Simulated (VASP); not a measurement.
# LiF (Griceite) (Fm-3m) in VASP: a series of runs, part 2 of 3

VASP 6.6.1. Earlier steps stand in the parts before.

## 3. Band structure, LDA

POSCAR reads:

```
LiF
1.0
    0.0000000000      2.0140000000      2.0140000000
    2.0140000000      0.0000000000      2.0140000000
    2.0140000000      2.0140000000      0.0000000000
F Li
1 1
Direct
    0.5000000000      0.5000000000      0.5000000000
    0.0000000000      0.0000000000      0.0000000000
```

INCAR.step1 reads:

```
SYSTEM = LiF
  PREC = Accurate
  ENCUT = 520
  EDIFF = 1E-6
  ISMEAR = 0
  SIGMA = 0.02
  LREAL = .False.
  LASPH = .True.
  NELM = 60
  ALGO = Normal
  ISIF = 2
  LWAVE = .False.
  LCHARG = .True.
  NBANDS = 12
```

KPOINTS.step1 reads:

```
Automatic mesh
0
Gamma
  12 12 12
  0 0 0
```

INCAR.step2 reads:

```
SYSTEM = LiF
  PREC = Accurate
  ENCUT = 520
  EDIFF = 1E-6
  ISMEAR = 0
  SIGMA = 0.05
  LREAL = .False.
  LASPH = .True.
  NELM = 60
  ALGO = Normal
  ISIF = 2
  LWAVE = .False.
  LCHARG = .False.
  NBANDS = 12
  ICHARG = 11
```

KPOINTS.step2 reads:

```
path GXWKGLUWLK,UX
10
line-mode
reciprocal
 0.0000000000  0.0000000000  0.0000000000  G
 0.5000000000  0.0000000000  0.5000000000  X

 0.5000000000  0.0000000000  0.5000000000  X
 0.5000000000  0.2500000000  0.7500000000  W

 0.5000000000  0.2500000000  0.7500000000  W
 0.3750000000  0.3750000000  0.7500000000  K

 0.3750000000  0.3750000000  0.7500000000  K
 0.0000000000  0.0000000000  0.0000000000  G

 0.0000000000  0.0000000000  0.0000000000  G
 0.5000000000  0.5000000000  0.5000000000  L

 0.5000000000  0.5000000000  0.5000000000  L
 0.6250000000  0.2500000000  0.6250000000  U

 0.6250000000  0.2500000000  0.6250000000  U
 0.5000000000  0.2500000000  0.7500000000  W

 0.5000000000  0.2500000000  0.7500000000  W
 0.5000000000  0.5000000000  0.5000000000  L

 0.5000000000  0.5000000000  0.5000000000  L
 0.3750000000  0.3750000000  0.7500000000  K

 0.6250000000  0.2500000000  0.6250000000  U
 0.5000000000  0.0000000000  0.5000000000  X
```

Potentials or basis: VASP PAW LDA potentials, release 64 (F, Li_sv).

Started as:

```sh
$ cat potpaw_LDA.64/F/POTCAR potpaw_LDA.64/Li_sv/POTCAR > POTCAR
$ cp INCAR.step1 INCAR
$ cp KPOINTS.step1 KPOINTS
$ mpirun -np 1 vasp_std > vasp.out
$ cp INCAR.step2 INCAR
$ cp KPOINTS.step2 KPOINTS
$ mpirun -np 1 vasp_std > vasp.out
```

OUTCAR:

```text
SYSTEM = LiF
   PREC = Accurate
   ENCUT = 520
   EDIFF = 1E-6
   ISMEAR = 0
   LREAL = .False.
   LASPH = .True.
   NELM = 60
   ISIF = 2
   ICHARG = 11

 ion  position               nearest neighbor table
   1  0.500  0.500  0.500-   2 2.01   2 2.01   2 2.01   2 2.01   2 2.01   2 2.01
   2  0.000  0.000  0.000-   1 2.01   1 2.01   1 2.01   1 2.01   1 2.01   1 2.01

  LATTYP: Found a face centered cubic cell.
 ALAT       =     4.0280000000

  Lattice vectors:

 A1 = (   0.0000000000,   2.0140000000,   2.0140000000)
 A2 = (   2.0140000000,   0.0000000000,   2.0140000000)
 A3 = (   2.0140000000,   2.0140000000,   0.0000000000)

Analysis of symmetry for initial positions (statically):
=====================================================================
 Subroutine PRICEL returns:
 Original cell was already a primitive cell.

 Routine SETGRP: Setting up the symmetry group for a
 face centered cubic supercell.

 Subroutine GETGRP returns: Found 48 space group operations
 (whereof 48 operations were pure point group operations)
 out of a pool of 48 trial point group operations.

The static configuration has the point symmetry O_h .

Analysis of symmetry for dynamics (positions and initial velocities):
[... 163 lines left out ...]
      1     -41.0507      2.00000
      2     -20.8674      2.00000
      3      -1.2984      2.00000
      4      -1.2984      2.00000
      5      -1.2984      2.00000
      6       7.5338      0.00000
      7      22.1568      0.00000
      8      22.1568      0.00000
      9      22.1568      0.00000
     10      22.6068      0.00000
     11      22.6068      0.00000
     12      22.6068      0.00000
[... 331 lines left out ...]
 k-point    24 :       0.4583    0.2917    0.7500
  band No.  band energies     occupation
      1     -40.9632      2.00000
      2     -20.1648      2.00000
      3      -3.6880      2.00000
      4      -3.1830      2.00000
      5      -2.0989      2.00000
      6      13.2257      0.00000
      7      13.2503      0.00000
      8      15.9762      0.00000
      9      17.6435      0.00000
     10      23.8505      0.00000
     11      27.7514      0.00000
     12      32.5568      0.00000

 [... further k-points ...]
[... 5 lines left out ...]
  --------------------------------------------------------------------------------------
  -------------------------------------------------------------------------------------
  Total       -2.5921584     -2.5921584     -2.5921584      0.0000000     -0.0000000      0.0000000
  in kB     -254.1930780   -254.1930780   -254.1930780      0.0000000     -0.0000000      0.0000000
  external PRESSURE =    -254.1930780 kB  Pullay stress =       0.0000000 kB

 VOLUME and BASIS-vectors are now :
 -----------------------------------------------------------------------------
  energy-cutoff  :      520.00
  volume of cell :       16.34
      direct lattice vectors                 reciprocal lattice vectors
     0.000000000  2.014000000  2.014000000    -0.248262165  0.248262165  0.248262165
     2.014000000  0.000000000  2.014000000     0.248262165 -0.248262165  0.248262165
     2.014000000  2.014000000  0.000000000     0.248262165  0.248262165 -0.248262165

 POSITION                                       TOTAL-FORCE (eV/Angst)
 -----------------------------------------------------------------------------------
      2.01400      2.01400      2.01400        -0.000000     -0.000000      0.000000
      0.00000      0.00000      0.00000         0.000000      0.000000      0.000000
 -----------------------------------------------------------------------------------
    total drift:                               -0.000000     -0.000000      0.000000

  FREE ENERGIE OF THE ION-ELECTRON SYSTEM (eV)
  ---------------------------------------------------
  free  energy   TOTEN  =       -10.9012062725 eV

  energy  without entropy=      -10.9012062725  energy(sigma->0) =      -10.90120627
```

Wall time 8.8 s (1 thread of Intel Xeon Platinum 8559C (Emerald Rapids), shared host); peak memory 0.12 GiB.

What came out:

```
Band gap on the k mesh  : 8.83 eV, direct
Band gap along the path : 8.83 eV, direct
```

Levels at the corners of the path, in eV from the valence-band top:
```csv
point,band 2,band 3,band 4,band 5,band 6,band 7,band 8,band 9
Γ,-19.57,0.00,0.00,0.00,8.83,23.45,23.45,23.45
X,-18.83,-3.12,-1.03,-1.03,14.41,16.03,17.13,19.76
X,-18.83,-3.12,-1.03,-1.03,14.41,16.03,17.13,19.76
W,-18.86,-2.16,-2.16,-0.81,14.64,14.64,17.00,18.90
W,-18.86,-2.16,-2.16,-0.81,14.64,14.64,17.00,18.90
K,-18.88,-2.59,-1.61,-0.76,14.06,14.50,18.07,19.19
K,-18.88,-2.59,-1.61,-0.76,14.06,14.50,18.07,19.19
Γ,-19.57,0.00,0.00,0.00,8.83,23.45,23.45,23.45
Γ,-19.57,0.00,0.00,0.00,8.83,23.45,23.45,23.45
L,-19.12,-2.58,-0.23,-0.23,10.37,16.38,18.41,18.41
L,-19.12,-2.58,-0.23,-0.23,10.37,16.38,18.41,18.41
U,-18.88,-2.59,-1.61,-0.76,14.06,14.50,18.07,19.19
U,-18.88,-2.59,-1.61,-0.76,14.06,14.50,18.07,19.19
W,-18.86,-2.16,-2.16,-0.81,14.64,14.64,17.00,18.90
W,-18.86,-2.16,-2.16,-0.81,14.64,14.64,17.00,18.90
L,-19.12,-2.58,-0.23,-0.23,10.37,16.38,18.41,18.41
L,-19.12,-2.58,-0.23,-0.23,10.37,16.38,18.41,18.41
K,-18.88,-2.59,-1.61,-0.76,14.06,14.50,18.07,19.19
U,-18.88,-2.59,-1.61,-0.76,14.06,14.50,18.07,19.19
X,-18.83,-3.12,-1.03,-1.03,14.41,16.03,17.13,19.76
```

Caveat: the cutoff is under 1.25 times the usual one of these potentials, so pressure, stress and relaxed cells hold a basis-set (Pulay) error; the log is that of the step along the path at fixed density, whose energy, stress, charges and moments have no meaning.

## 4. Band structure, PBEsol

POSCAR is that of step 3.

INCAR.step1: that of step 3 with these lines changed.

```diff
@@ -13,2 +13,3 @@
   LCHARG = .True.
+  GGA = PS
   NBANDS = 12
```

KPOINTS.step1 is that of step 3.

INCAR.step2: that of step 3 with these lines changed.

```diff
@@ -13,2 +13,3 @@
   LCHARG = .False.
+  GGA = PS
   NBANDS = 12
```

KPOINTS.step2 is that of step 3.

Potentials or basis: VASP PAW PBE potentials, release 64 (F, Li_sv).

Started as:

```sh
$ cat potpaw_PBE.64/F/POTCAR potpaw_PBE.64/Li_sv/POTCAR > POTCAR
$ cp INCAR.step1 INCAR
$ cp KPOINTS.step1 KPOINTS
$ mpirun -np 1 vasp_std > vasp.out
$ cp INCAR.step2 INCAR
$ cp KPOINTS.step2 KPOINTS
$ mpirun -np 1 vasp_std > vasp.out
```

OUTCAR:

```text
SYSTEM = LiF
   PREC = Accurate
   ENCUT = 520
   EDIFF = 1E-6
   ISMEAR = 0
   LREAL = .False.
   LASPH = .True.
   NELM = 60
   ISIF = 2
   GGA = PS
   ICHARG = 11

 ion  position               nearest neighbor table
   1  0.500  0.500  0.500-   2 2.01   2 2.01   2 2.01   2 2.01   2 2.01   2 2.01
   2  0.000  0.000  0.000-   1 2.01   1 2.01   1 2.01   1 2.01   1 2.01   1 2.01

  LATTYP: Found a face centered cubic cell.
 ALAT       =     4.0280000000

  Lattice vectors:

 A1 = (   0.0000000000,   2.0140000000,   2.0140000000)
 A2 = (   2.0140000000,   0.0000000000,   2.0140000000)
 A3 = (   2.0140000000,   2.0140000000,   0.0000000000)

Analysis of symmetry for initial positions (statically):
=====================================================================
 Subroutine PRICEL returns:
 Original cell was already a primitive cell.

 Routine SETGRP: Setting up the symmetry group for a
 face centered cubic supercell.

 Subroutine GETGRP returns: Found 48 space group operations
 (whereof 48 operations were pure point group operations)
 out of a pool of 48 trial point group operations.

The static configuration has the point symmetry O_h .

Analysis of symmetry for dynamics (positions and initial velocities):
[... 161 lines left out ...]
 k-point     1 :       0.0000    0.0000    0.0000
  band No.  band energies     occupation
      1     -41.3173      2.00000
      2     -20.9723      2.00000
      3      -1.1076      2.00000
      4      -1.1076      2.00000
      5      -1.1076      2.00000
      6       7.8077      0.00000
      7      22.7184      0.00000
      8      22.7184      0.00000
      9      22.7184      0.00000
     10      23.0008      0.00000
     11      23.0008      0.00000
     12      23.0008      0.00000
[... 331 lines left out ...]
 k-point    24 :       0.4583    0.2917    0.7500
  band No.  band energies     occupation
      1     -41.2362      2.00000
      2     -20.2904      2.00000
      3      -3.4551      2.00000
      4      -2.9600      2.00000
      5      -1.9026      2.00000
      6      13.6290      0.00000
      7      13.6556      0.00000
      8      16.4478      0.00000
      9      18.0801      0.00000
     10      24.2885      0.00000
     11      28.1704      0.00000
     12      32.9405      0.00000

 [... further k-points ...]
[... 5 lines left out ...]
  --------------------------------------------------------------------------------------
  -------------------------------------------------------------------------------------
  Total       -1.9783044     -1.9783044     -1.9783044      0.0000000      0.0000000     -0.0000000
  in kB     -193.9971290   -193.9971290   -193.9971290      0.0000000      0.0000000     -0.0000000
  external PRESSURE =    -193.9971290 kB  Pullay stress =       0.0000000 kB

 VOLUME and BASIS-vectors are now :
 -----------------------------------------------------------------------------
  energy-cutoff  :      520.00
  volume of cell :       16.34
      direct lattice vectors                 reciprocal lattice vectors
     0.000000000  2.014000000  2.014000000    -0.248262165  0.248262165  0.248262165
     2.014000000  0.000000000  2.014000000     0.248262165 -0.248262165  0.248262165
     2.014000000  2.014000000  0.000000000     0.248262165  0.248262165 -0.248262165

 POSITION                                       TOTAL-FORCE (eV/Angst)
 -----------------------------------------------------------------------------------
      2.01400      2.01400      2.01400        -0.000000     -0.000000      0.000000
      0.00000      0.00000      0.00000         0.000000      0.000000     -0.000000
 -----------------------------------------------------------------------------------
    total drift:                               -0.000000     -0.000000      0.000000

  FREE ENERGIE OF THE ION-ELECTRON SYSTEM (eV)
  ---------------------------------------------------
  free  energy   TOTEN  =       -10.2699765614 eV

  energy  without entropy=      -10.2699765614  energy(sigma->0) =      -10.26997656
```

OSZICAR.step1:

```text
N       E                     dE             d eps       ncg     rms          rms(c)
DAV:   1     0.301635391705E+02    0.30164E+02   -0.54426E+03  1776   0.849E+02
DAV:   2    -0.926221019432E+01   -0.39426E+02   -0.38705E+02  2072   0.186E+02
DAV:   3    -0.102668324679E+02   -0.10046E+01   -0.10009E+01  2292   0.259E+01
DAV:   4    -0.102778611972E+02   -0.11029E-01   -0.11028E-01  2000   0.289E+00
DAV:   5    -0.102779864711E+02   -0.12527E-03   -0.12527E-03  2204   0.232E-01    0.406E+00
DAV:   6    -0.985130821262E+01    0.42668E+00   -0.20102E+00  1940   0.872E+00    0.139E+00
DAV:   7    -0.984944650106E+01    0.18617E-02   -0.15124E-02  2356   0.110E+00    0.839E-01
DAV:   8    -0.985181014637E+01   -0.23636E-02   -0.11807E-02  2212   0.119E+00    0.104E-01
DAV:   9    -0.985184048299E+01   -0.30337E-04   -0.97767E-04  2040   0.276E-01    0.422E-02
DAV:  10    -0.985189026777E+01   -0.49785E-04   -0.10004E-04  1996   0.750E-02    0.887E-03
DAV:  11    -0.985189077456E+01   -0.50680E-06   -0.39147E-06  2144   0.199E-02
   1 F= -.98518908E+01 E0= -.98518908E+01  d E =-.399555E-44
```

Run time: 11 s. Hardware: 1 thread of Intel Xeon Platinum 8559C (Emerald Rapids), shared host; peak memory 0.14 GiB.

Results:

* Band gap on the k mesh: 8.92 eV, direct
* Band gap along the path: 8.91 eV, direct

Levels at the corners of the path, in eV from the valence-band top:
| point | band 2 | band 3 | band 4 | band 5 | band 6 | band 7 | band 8 | band 9 |
| --- | --- | --- | --- | --- | --- | --- | --- | --- |
| Γ | -19.87 | 0.00 | 0.00 | 0.00 | 8.91 | 23.83 | 23.83 | 23.83 |
| X | -19.15 | -3.06 | -1.01 | -1.01 | 14.63 | 16.19 | 17.33 | 20.08 |
| X | -19.15 | -3.06 | -1.01 | -1.01 | 14.63 | 16.19 | 17.33 | 20.08 |
| W | -19.18 | -2.12 | -2.12 | -0.81 | 14.85 | 14.85 | 17.29 | 19.13 |
| W | -19.18 | -2.12 | -2.12 | -0.81 | 14.85 | 14.85 | 17.29 | 19.13 |
| K | -19.20 | -2.55 | -1.59 | -0.75 | 14.28 | 14.71 | 18.29 | 19.51 |
| K | -19.20 | -2.55 | -1.59 | -0.75 | 14.28 | 14.71 | 18.29 | 19.51 |
| Γ | -19.87 | 0.00 | 0.00 | 0.00 | 8.91 | 23.83 | 23.83 | 23.83 |
| Γ | -19.87 | 0.00 | 0.00 | 0.00 | 8.91 | 23.83 | 23.83 | 23.83 |
| L | -19.42 | -2.56 | -0.23 | -0.23 | 10.57 | 16.56 | 18.74 | 18.74 |
| L | -19.42 | -2.56 | -0.23 | -0.23 | 10.57 | 16.56 | 18.74 | 18.74 |
| U | -19.20 | -2.55 | -1.59 | -0.75 | 14.28 | 14.71 | 18.29 | 19.51 |
| U | -19.20 | -2.55 | -1.59 | -0.75 | 14.28 | 14.71 | 18.29 | 19.51 |
| W | -19.18 | -2.12 | -2.12 | -0.81 | 14.85 | 14.85 | 17.29 | 19.13 |
| W | -19.18 | -2.12 | -2.12 | -0.81 | 14.85 | 14.85 | 17.29 | 19.13 |
| L | -19.42 | -2.56 | -0.23 | -0.23 | 10.57 | 16.56 | 18.74 | 18.74 |
| L | -19.42 | -2.56 | -0.23 | -0.23 | 10.57 | 16.56 | 18.74 | 18.74 |
| K | -19.20 | -2.55 | -1.59 | -0.75 | 14.28 | 14.71 | 18.29 | 19.51 |
| U | -19.20 | -2.55 | -1.59 | -0.75 | 14.28 | 14.71 | 18.29 | 19.51 |
| X | -19.15 | -3.06 | -1.01 | -1.01 | 14.63 | 16.19 | 17.33 | 20.08 |

Caveat: the cutoff is under 1.25 times the usual one of these potentials, so pressure, stress and relaxed cells hold a basis-set (Pulay) error; the log is that of the step along the path at fixed density, whose energy, stress, charges and moments have no meaning; the PAW data sets were made with another functional, which shifts forces and pressure a little.

[end of part 2 of 3]
